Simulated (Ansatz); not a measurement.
A strain series on BaS (zincblende): uniaxial along x, other directions held

BaS (zincblende), relaxed with r2SCAN in the PAW code Ansatz, then strained (uniaxial along x, other directions held; changes of length per length, axes as in the cell below) with the atoms relaxed again within the symmetry that is left. It is cubic, F-43m (No. 216); conventional cell a = 7.039 Å, 43.59 Å³ an atom. Ba is surrounded by 4 S at 3.05 Å; S is surrounded by 4 Ba at 3.05 Å. Simulation only: spin-unpolarised, and no claim that this is the phase found in nature.

```
CELL_PARAMETERS angstrom
0.00000 3.51941 3.51941
3.51941 0.00000 3.51941
3.51941 3.51941 0.00000
ATOMIC_POSITIONS crystal
Ba 0.00000 0.00000 0.00000
S 0.25000 0.25000 0.25000
```

Gaps are the least over each mesh (PBE 6×6×6, r2SCAN 6×6×6, HSE06 4×4×4 when unstrained) and the special points, which keep their unstrained names; stress is the change from the unstrained cell, compression positive.

```tsv
strain (%)	gap, PBE (eV)	gap, r2SCAN (eV)	gap, HSE06 (eV)	edges, HSE06	stress along the strain, r2SCAN (GPa)	energy rise, r2SCAN (meV/atom)
-5.2	–	–	3.681	W → Γ	–	–
-5.09	–	–	3.680	W → Γ	–	–
0.0	2.747	3.068	3.641	W → Γ	0.00	0.0
+1.5	2.718	3.041	3.610	(0.240, -1/2, -0.260) → Γ	-0.46	1.0
+2.65	2.696	3.019	3.585	(0.219, -1/2, -0.281) → Γ	-0.81	3.0
+5.67	2.634	2.959	3.517	(1/6, 1/2, -1/3) → Γ	-1.73	13.6
```

Question: Estimate the row for a strain of +4.47 %.

Answer:
```tsv
strain (%)	gap, PBE (eV)	gap, r2SCAN (eV)	gap, HSE06 (eV)	edges, HSE06	stress along the strain, r2SCAN (GPa)	energy rise, r2SCAN (meV/atom)
+4.47	–	–	3.547	W → Γ	–	–
```

Between zero and the nearest strains the slope of the HSE06 gap against strain is -0.008 eV per percent for negative and -0.021 for positive strain.

The runs are scalar-relativistic, without spin-orbit coupling.

Where an edge lies off the special points, it is a point of the mesh or the k point where a search put PBE's edge or least direct gap, reused for the other functionals, whose own edges may lie a little apart.

Coordinates of k points refer to the reciprocal vectors of the primitive cell of the runs.

The meshes of the hybrids are coarse, so their gaps aren't converged to the digits shown.
